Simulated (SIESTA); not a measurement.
A run of SIESTA 5.4.2 is set up as follows.

The input ZnS.fdf:

```
SystemName                      ZnS
SystemLabel                     ZnS
NumberOfSpecies                 2
NumberOfAtoms                   2
%block ChemicalSpeciesLabel
  1  30 Zn
  2  16 S
%endblock ChemicalSpeciesLabel

LatticeConstant                 1.0 Ang
%block LatticeVectors
     0.0000000000     2.7020000000     2.7020000000
     2.7020000000     0.0000000000     2.7020000000
     2.7020000000     2.7020000000     0.0000000000
%endblock LatticeVectors
AtomicCoordinatesFormat         Fractional
%block AtomicCoordinatesAndAtomicSpecies
     0.7500000000     0.7500000000     0.7500000000  1  Zn
     0.0000000000     0.0000000000     0.0000000000  2  S
%endblock AtomicCoordinatesAndAtomicSpecies

%block kgrid.MonkhorstPack
    9   0   0  0.0
    0   9   0  0.0
    0   0   9  0.0
%endblock kgrid.MonkhorstPack
XC.Functional                   GGA
XC.Authors                      PBE
PAO.BasisSize                   TZP
PAO.EnergyShift                 0.002 Ry
Mesh.Cutoff                     800 Ry
OccupationFunction              FD
ElectronicTemperature           0.05 eV
MaxSCFIterations                120
SCF.MustConverge                false
SCF.Mixer.Method                Pulay
SCF.Mixer.Weight                0.25
SCF.Mixer.History               8
SCF.DM.Tolerance                5.0e-05
SCF.H.Tolerance                 1.0e-03 eV
WriteForces                     true
Charge.Mulliken                 end
MD.TypeOfRun                    Broyden
MD.Steps                        40
MD.MaxForceTol                  0.04 eV/Ang
MD.MaxDispl                     0.1 Ang
WriteCoorStep                   true
AtomCoorFormatOut               Fractional
MD.VariableCell                 true
MD.MaxStressTol                 0.1 GPa
Target.Pressure                 20 GPa
```

Potentials or basis: PseudoDojo 0.4 standard (PBE files), TZP (energy shift 0.002 Ry).

Launch:

```console
$ siesta ZnS.fdf > ZnS.out 2>&1
```

Task: What does it give for the relaxed volume?

Result: 16.93 Å³/atom.

Task: Estimate the relaxed cell.

Result: a = 3.632 Å, b = 3.632 Å, c = 3.632 Å, α = 60.00°, β = 60.00°, γ = 60.00°.

Task: What does it give for the space group after relaxing (to 0.05 Å)?

Result: F-43m (No. 216).

Step by step:
```csv
step,energy change (eV),largest force (eV/Å),pressure (GPa),volume (Å³)
1,0.0000,0.0000,3.31,39.45
2,0.0091,0.0000,3.96,39.05
3,0.6789,0.0009,30.49,31.81
4,0.1692,0.0003,12.52,35.80
5,0.5106,0.0002,24.57,32.79
6,0.3066,0.0001,17.71,34.33
7,0.3999,0.0002,21.32,33.56
8,0.3496,0.0000,19.50,33.96
9,0.3663,0.0000,20.16,33.82
10,0.3608,0.0000,19.95,33.87
```

Caveat: semicore shells carry a single zeta, which can move pressures by several GPa and volumes by a few percent; the basis of atomic orbitals isn't converged, which shifts pressures, moduli and gaps.
